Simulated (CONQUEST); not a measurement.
Runs of CONQUEST 1.3 on GeS. Symmetry: Pnma, No. 62, orthorhombic system. Conventional cell: a = 10.481 Å, b = 3.646 Å, c = 4.299 Å, α = 90.00°, β = 90.00°, γ = 90.00°. Around Ge (site symmetry m) lie 3 S at 2.44 to 2.45 Å. Around S (site symmetry m) lie 3 Ge at 2.44 to 2.45 Å. 

```tsv
task	potentials or basis	gap on the mesh (eV)	pressure (GPa)	largest force (eV/Å)
single point	PseudoDojo NC PBE, DZ, grid cutoff 120 Ha	1.25	(a)	1.48
single point	PseudoDojo NC PBE, SZ, grid cutoff 120 Ha	1.33	15.5	2.16
single point	PseudoDojo NC PBE, SZP, grid cutoff 120 Ha	1.03	(b)	0.98
single point	PseudoDojo NC PBE, DZP, grid cutoff 120 Ha	1.07	3.8	0.39
```

Alike in all rows: level PBE; no spin polarisation; cell as given; k mesh 7 × 6 × 3; smearing fermi-dirac 0.05 eV.

Fill in the values left out.

(a) 9.1; (b) 6.6.

Caveats: an odd mesh through Γ misses points on the zone boundary, where band edges often lie; the basis of atomic orbitals isn't converged, which shifts pressures, moduli and gaps; the atomic basis is small (some runs); forces of over 1 eV/Å show positions far from the minimum, so gaps and moduli don't describe the material at rest (some runs); so large a pressure means that the cell lies far from this level's equilibrium, or that cutoff or potentials fall short (some runs).

A k mesh can miss the band edges, and the runs leave out spin-orbit coupling on Ge.
